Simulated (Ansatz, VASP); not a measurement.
# TaInS3: VASP beside Ansatz, part 2 of 2

One calculation is typed for both programs; each brings its own data sets. How far apart do they land? The cell is generated by rule, not measured, and may not be a known phase. The cell is taken from a series of runs on this material, whose earlier steps may have relaxed, scaled, displaced or heated it; both programs get it as it stands.

VASP 6.6.1 and Ansatz 0.2.0.

So far. Step 2 (VASP: single point, PBE, pair 1): The run ends at a pressure of -0.43 GPa, with forces up to 0.15 eV/Å. Step 3 (Ansatz: single point, PBE, pair 1): The run ends at a pressure of -0.42 GPa, with forces up to 0.15 eV/Å.

The structure was built from a prototype and need not be the compound's stable phase.

## 5. Ansatz: single point, PBE, pair 2

Level of this step: Ansatz beside VASP: Kohn-Sham DFT, plane waves, PBE (Ansatz).

A single point takes one fixed geometry, so differences don't come from the geometry; what else differs is listed under the comparison.

The cell is taken from a series of runs on this material, whose earlier steps may have relaxed, scaled, displaced or heated it; both programs get it as it stands.

input.yaml

```yaml
crystal:
  lattice:
    - [4.8575955774, 4.8575955774, 0.0]
    - [4.8575955774, 0.0, 4.8575955774]
    - [4.8575955774, 0.0, -4.8575955774]
  atoms:
    - { symbol: In, position: [0.0, 0.0, 1.0] }
    - { symbol: In, position: [0.0, 0.5, 0.5] }
    - { symbol: Ta, position: [0.5, 0.25, 0.75] }
    - { symbol: Ta, position: [0.5, 0.75, 0.25] }
    - { symbol: S, position: [0.5320247928, 0.0, 1.0] }
    - { symbol: S, position: [0.4679752072, 0.5, 0.5] }
    - { symbol: S, position: [0.0, 0.0320247928, 0.5] }
    - { symbol: S, position: [0.0, 0.4679752072, 0.0] }
    - { symbol: S, position: [0.5320247928, -0.0320247928, 0.5] }
    - { symbol: S, position: [0.4679752072, 0.5320247928, 0.0] }
kpoints:
  mp_grid: { grid: [8, 8, 8] }
hamiltonian:
  xc: pbe
  pseudopotentials: { kind: paw, azcp: { folder: soft_1 } }
scf:
  occupations: { method: methfessel_paxton, width: 0.2 }
output:
  forces: true
  stress: true
  eigenvalues: true
```

The run is started by

```
ansatz run input.yaml --threads 4 --pin off --max-ram 16384MiB --backend cpu --events-out ev --progress --plain --runs-dir out
```

Numbers of over 12 decimals in the logs are rounded to 6 here.

The log of the run:

```text
[...]
Crystal: 10 atoms, lattice volume = 229.242 Å³
Basis set: ecut = 420 eV, 4477 PW (Γ), exchange–correlation on 96×96×96 points (8 copies of the dense FFT grid, shifted against one another)
Bands: 54, of which v1, the nominal top of the filled ones, is band 44 counted from 1 (43 counted from 0)
Symmetry: 12 space group operations
[...]
k-points: 65 of 512
[...]
k-point 0: bands = [... 40 lower, 6.8764, 7.1876, 7.2499, 7.2499, 7.6535, 7.6535, 7.8582, 9.4912, ... 6 higher]
  k-point 1: bands = [... 40 lower, 6.7326, 7.3720, 7.4563, 7.4563, 7.7375, 7.7375, 8.0097, 9.6484, ... 6 higher]
  k-point 2: bands = [... 40 lower, 6.8621, 7.2632, 7.2632, 7.3793, 8.2400, 8.2400, 8.4517, 9.5745, ... 6 higher]
  k-point 64: bands = [... 40 lower, 6.5885, 6.8671, 7.2634, 7.4588, 8.1355, 9.5630, 9.5760, 9.7160, ... 6 higher]
[key lines of the parts left out:]
SCF converged after 9 iterations
Free energy (F): -36480.610827 eV
Fermi energy:    7.691743 eV
P = ⅓ Tr σ = -0.9241 GPa (-9.241 kbar)
```

The run ends at a pressure of -0.92 GPa, with forces up to 0.21 eV/Å.

## 6. VASP: single point, PBE, pair 2

The same cell, functional, mesh and smearing now go to VASP, with its own data sets.

INCAR

```
SYSTEM = TaInS3
PREC = Accurate
ENCUT = 500
EDIFF = 1E-06
NELM = 120
ISMEAR = 1
SIGMA = 0.2
LREAL = .FALSE.
ALGO = Normal
GGA = PE
NBANDS = 52
LASPH = .TRUE.
LORBIT = 11
LWAVE = .FALSE.
LCHARG = .FALSE.
ISIF = 2
GGA_COMPAT = .FALSE.
KPAR = 2
```

POSCAR

```
TaInS3
1.0
    4.8575955774      4.8575955774      0.0000000000
    4.8575955774      0.0000000000      4.8575955774
    4.8575955774      0.0000000000     -4.8575955774
In Ta S
2 2 6
Direct
    0.0000000000      1.0000000000      1.0000000000
    0.0000000000      0.5000000000      0.5000000000
    0.5000000000      0.2500000000      0.7500000000
    0.5000000000      0.7500000000      0.2500000000
    0.5320247928      1.0000000000      1.0000000000
    0.4679752072      0.5000000000      0.5000000000
    0.0000000000      0.0320247928      0.5000000000
    0.0000000000      0.4679752072      1.0000000000
    0.5320247928      0.9679752072      0.5000000000
    0.4679752072      0.5320247928      1.0000000000
```

KPOINTS

```
Automatic mesh
0
Gamma
8 8 8
0 0 0
```

The projector-augmented-wave data sets are In_d, Ta_pv and S (PBE family, release 64).

The run is started by

```
mpirun -np 2 vasp_std
```

The log of the run:

```text
[... set-up lines as in an earlier step ...]
 entering main loop
       N       E                     dE             d eps       ncg     rms          rms(c)
DAV:   1     0.849352465441E+03    0.84935E+03   -0.37763E+04  6760   0.162E+03
DAV:   2     0.681467888283E+02   -0.78121E+03   -0.75300E+03  7040   0.435E+02
DAV:   3    -0.566020117300E+02   -0.12475E+03   -0.11904E+03  8580   0.168E+02
DAV:   4    -0.651470276034E+02   -0.85450E+01   -0.84341E+01  8472   0.434E+01
[...]
DAV:  14    -0.592983306706E+02   -0.42512E-05   -0.16630E-05  9000   0.216E-02    0.116E-02
DAV:  15    -0.592983264284E+02    0.42423E-05   -0.81712E-06  7412   0.124E-02    0.476E-03
DAV:  16    -0.592983264251E+02    0.33097E-08   -0.20087E-06  5764   0.576E-03
   1 F= -.59298326E+02 E0= -.59299117E+02  d E =0.237236E-02
```

Parts of OUTCAR (step 6):

```text
  Total       -1.3428147     -1.3428147     -1.3428147      0.1719334     -0.1719334      0.1719334
  in kB       -9.3849641     -9.3849641     -9.3849641      1.2016466     -1.2016466      1.2016466
  external PRESSURE =      -9.3849641 kB  Pullay stress =       0.0000000 kB

 POSITION                                       TOTAL-FORCE (eV/Angst)
 -----------------------------------------------------------------------------------
      0.00000      0.00000      0.00000        -0.000000      0.000000     -0.000000
      4.85760      0.00000      0.00000        -0.000000      0.000000     -0.000000
      7.28639      2.42880     -2.42880        -0.000000      0.000000     -0.000000
      7.28639      2.42880      2.42880        -0.000000      0.000000     -0.000000
      2.58436      2.58436      0.00000         0.152559      0.152559     -0.000000
      7.13083      2.27323      0.00000        -0.152559     -0.152559     -0.000000
      2.58436      0.00000     -2.27323         0.152559      0.000000      0.152559
      2.27323      0.00000      2.27323        -0.152559      0.000000     -0.152559
      9.71519      2.58436      2.27323        -0.000000      0.152559     -0.152559
      4.85760      2.27323      2.58436        -0.000000     -0.152559      0.152559
 -----------------------------------------------------------------------------------
    total drift:                                0.000000     -0.000000     -0.000000

  FREE ENERGIE OF THE ION-ELECTRON SYSTEM (eV)
  ---------------------------------------------------
  free  energy   TOTEN  =       -59.2983264251 eV

  energy  without entropy=      -59.3006987856  energy(sigma->0) =      -59.29911721

[... 2 parts as in an earlier step ...]

[... 1 further part left out ...]
[key lines of the parts left out:]
E-fermi :   4.3509
```

The run ends at a pressure of -0.94 GPa, with forces up to 0.22 eV/Å.

## 7. Comparison

What differs besides the data sets and the points named for the pairs above, as far as they apply: the data sets hold 88 valence electrons in Ansatz (on its PAW soft_1 files) and 84 in VASP. Total energies have different zeros and are not compared.

Compared:

```tsv
quantity	Ansatz	VASP	difference
pressure (GPa)	-0.92	-0.94	+0.01
```

Forces (eV/Å; atoms numbered as in POSCAR):

```tsv
atom	Ansatz x, y, z	VASP x, y, z
In1	0.000, 0.000, 0.000	0.000, 0.000, 0.000
In2	0.000, 0.000, 0.000	0.000, 0.000, 0.000
Ta3	0.000, 0.000, 0.000	0.000, 0.000, 0.000
Ta4	0.000, 0.000, 0.000	0.000, 0.000, 0.000
S5	0.151, 0.151, 0.000	0.153, 0.153, 0.000
S6	-0.151, -0.151, 0.000	-0.153, -0.153, 0.000
S7	0.151, 0.000, 0.151	0.153, 0.000, 0.153
S8	-0.151, 0.000, -0.151	-0.153, 0.000, -0.153
S9	0.000, 0.151, -0.151	0.000, 0.153, -0.153
S10	0.000, -0.151, 0.151	0.000, -0.153, 0.153
```

The forces differ by 1.2 meV/Å r.m.s., which is 1.3 % of the r.m.s. force of 0.096 eV/Å (both taken over all components).

## 8. VASP: single point, PBE, pair 3

A single point takes one fixed geometry, so differences don't come from the geometry; what else differs is listed under the comparison.

INCAR is that of step 6.

POSCAR

```
TaInS3
1.0
    4.8575955774      4.8575955774      0.0000000000
    4.8575955774      0.0000000000      4.8575955774
    4.8575955774      0.0000000000     -4.8575955774
In Ta S
2 2 6
Direct
    0.0000000000      1.0000000000      1.0000000000
    0.0000000000      0.5000000000      0.5000000000
    0.5000000000      0.2500000000      0.7500000000
    0.5000000000      0.7500000000      0.2500000000
    0.5465815168      1.0000000000      1.0000000000
    0.4534184832      0.5000000000      0.5000000000
    0.0000000000      0.0465815168      0.5000000000
    0.0000000000      0.4534184832      1.0000000000
    0.5465815168      0.9534184832      0.5000000000
    0.4534184832      0.5465815168      1.0000000000
```

KPOINTS is that of step 6.

The run is started by

```
mpirun -np 2 vasp_std
```

The log of the run:

```text
[... set-up lines as in an earlier step ...]
 entering main loop
       N       E                     dE             d eps       ncg     rms          rms(c)
DAV:   1     0.848292871189E+03    0.84829E+03   -0.37758E+04  6760   0.162E+03
DAV:   2     0.677798156920E+02   -0.78051E+03   -0.75251E+03  7040   0.435E+02
DAV:   3    -0.567158303353E+02   -0.12450E+03   -0.11890E+03  8548   0.168E+02
DAV:   4    -0.652554495062E+02   -0.85396E+01   -0.84215E+01  8496   0.433E+01
[...]
DAV:  14    -0.594356486510E+02   -0.17574E-05   -0.13222E-05  8676   0.210E-02    0.107E-02
DAV:  15    -0.594356465678E+02    0.20832E-05   -0.21317E-06  5460   0.712E-03    0.492E-03
DAV:  16    -0.594356462171E+02    0.35068E-06   -0.33025E-06  6608   0.689E-03
   1 F= -.59435646E+02 E0= -.59436526E+02  d E =0.263929E-02
```

OUTCAR, selected parts (step 8):

```text
  Total       -2.5639187     -2.5639187     -2.5639187      0.3159201     -0.3159201      0.3159201
  in kB      -17.9192887    -17.9192887    -17.9192887      2.2079731     -2.2079731      2.2079731
  external PRESSURE =     -17.9192887 kB  Pullay stress =       0.0000000 kB

 POSITION                                       TOTAL-FORCE (eV/Angst)
 -----------------------------------------------------------------------------------
      0.00000      0.00000      0.00000        -0.000000     -0.000000      0.000000
      4.85760      0.00000      0.00000        -0.000000     -0.000000      0.000000
      7.28639      2.42880     -2.42880        -0.000000     -0.000000      0.000000
      7.28639      2.42880      2.42880        -0.000000     -0.000000      0.000000
      2.65507      2.65507      0.00000         0.162687      0.162687      0.000000
      7.06012      2.20252      0.00000        -0.162687     -0.162687      0.000000
      2.65507      0.00000     -2.20252         0.162687     -0.000000      0.162687
      2.20252      0.00000      2.20252        -0.162687     -0.000000     -0.162687
      9.71519      2.65507      2.20252        -0.000000      0.162687     -0.162687
      4.85760      2.20252      2.65507        -0.000000     -0.162687      0.162687
 -----------------------------------------------------------------------------------
    total drift:                                0.000000     -0.000000     -0.000000

  FREE ENERGIE OF THE ION-ELECTRON SYSTEM (eV)
  ---------------------------------------------------
  free  energy   TOTEN  =       -59.4356462171 eV

  energy  without entropy=      -59.4382855102  energy(sigma->0) =      -59.43652598

[... 2 parts as in an earlier step ...]

[... 1 further part left out ...]
[key lines of the parts left out:]
E-fermi :   4.4311
```

The run ends at a pressure of -1.79 GPa, with forces up to 0.23 eV/Å.

## 9. Ansatz: single point, PBE, pair 3

The same cell, functional, mesh and smearing now go to Ansatz, which takes its cutoff from its data sets.

The cell is taken from a series of runs on this material, whose earlier steps may have relaxed, scaled, displaced or heated it; both programs get it as it stands.

input.yaml, the sections that differ from step 5:

```yaml
crystal:
  lattice:
    - [4.8575955774, 4.8575955774, 0.0]
    - [4.8575955774, 0.0, 4.8575955774]
    - [4.8575955774, 0.0, -4.8575955774]
  atoms:
    - { symbol: In, position: [0.0, 0.0, 1.0] }
    - { symbol: In, position: [0.0, 0.5, 0.5] }
    - { symbol: Ta, position: [0.5, 0.25, 0.75] }
    - { symbol: Ta, position: [0.5, 0.75, 0.25] }
    - { symbol: S, position: [0.5465815168, 0.0, 1.0] }
    - { symbol: S, position: [0.4534184832, 0.5, 0.5] }
    - { symbol: S, position: [0.0, 0.0465815168, 0.5] }
    - { symbol: S, position: [0.0, 0.4534184832, 0.0] }
    - { symbol: S, position: [0.5465815168, -0.0465815168, 0.5] }
    - { symbol: S, position: [0.4534184832, 0.5465815168, 0.0] }
# kpoints, hamiltonian, scf, output: as in step 5
```

The run is started by

```
ansatz run input.yaml --threads 4 --pin off --max-ram 16384MiB --backend cpu --events-out ev --progress --plain --runs-dir out
```

The log of the run:

```text
[...]
Crystal: 10 atoms, lattice volume = 229.242 Å³
Basis set: ecut = 420 eV, 4477 PW (Γ), exchange–correlation on 96×96×96 points (8 copies of the dense FFT grid, shifted against one another)
Bands: 54, of which v1, the nominal top of the filled ones, is band 44 counted from 1 (43 counted from 0)
Symmetry: 12 space group operations
[...]
k-points: 65 of 512
[...]
k-point 0: bands = [... 40 lower, 6.9296, 7.1725, 7.2346, 7.2346, 7.5922, 7.5922, 7.9600, 9.3982, ... 6 higher]
  k-point 1: bands = [... 40 lower, 6.9757, 7.2965, 7.3347, 7.3347, 7.7877, 7.7877, 8.1756, 9.5335, ... 6 higher]
  k-point 2: bands = [... 40 lower, 7.1024, 7.1717, 7.1717, 7.3267, 8.2862, 8.2862, 8.6291, 9.5789, ... 6 higher]
  k-point 64: bands = [... 40 lower, 6.5633, 6.9631, 7.1096, 7.4977, 8.1438, 9.4134, 9.5214, 9.5894, ... 6 higher]
[key lines of the parts left out:]
SCF converged after 9 iterations
Free energy (F): -36480.746449 eV
Fermi energy:    7.771912 eV
P = ⅓ Tr σ = -1.7773 GPa (-17.773 kbar)
```

The run ends at a pressure of -1.78 GPa, with forces up to 0.23 eV/Å.

## 10. Comparison

What differs besides the data sets and the points named for the pairs above, as far as they apply: the data sets hold 88 valence electrons in Ansatz (on its PAW soft_1 files) and 84 in VASP. Total energies have different zeros and are not compared.

The two programs side by side:

```tsv
quantity	Ansatz	VASP	difference
pressure (GPa)	-1.78	-1.79	+0.01
```

Forces (eV/Å; atoms numbered as in POSCAR):

```tsv
atom	Ansatz x, y, z	VASP x, y, z
In1	0.000, 0.000, 0.000	0.000, 0.000, 0.000
In2	0.000, 0.000, 0.000	0.000, 0.000, 0.000
Ta3	0.000, 0.000, 0.000	0.000, 0.000, 0.000
Ta4	0.000, 0.000, 0.000	0.000, 0.000, 0.000
S5	0.160, 0.160, 0.000	0.163, 0.163, 0.000
S6	-0.160, -0.160, 0.000	-0.163, -0.163, 0.000
S7	0.160, 0.000, 0.160	0.163, 0.000, 0.163
S8	-0.160, 0.000, -0.160	-0.163, 0.000, -0.163
S9	0.000, 0.160, -0.160	0.000, 0.163, -0.163
S10	0.000, -0.160, 0.160	0.000, -0.163, 0.163
```

The forces differ by 1.4 meV/Å r.m.s., which is 1.4 % of the r.m.s. force of 0.103 eV/Å (both taken over all components).

## 11. Summary of results

| Quantity | Value |
| --- | --- |
| r.m.s. force difference (single point, PBE, pair 1) | 0.79 meV/Å |
| r.m.s. force difference (single point, PBE, pair 2) | 1.2 meV/Å |
| r.m.s. force difference (single point, PBE, pair 3) | 1.4 meV/Å |

What this shows: The r.m.s. force difference is 1.4 meV/Å (single point, PBE, pair 3), within the 12 meV/Å picked in this series as the mark of a large difference. The data sets hold unlike numbers of valence electrons (88 in Ansatz and 84 in VASP), so part of the differences may come from the potentials. 4 further pairs of this series are not shown here. Such differences can come from data sets, numerical settings and the points named under the comparisons, not from the functional's error against experiment.

[Lines on the potential files, build, host, timing and source positions are cut from VASP's logs without a mark.]

[Logs are printed without paths, hosts, clocks, repeated set-up lines and the standing remarks that a program may print on its own settings, such as how far it seeks lower states.]

[Hosts, paths, dates, database ids (printed as entryN), source tags and the programs' standing remarks are cut or masked in the printed files.]
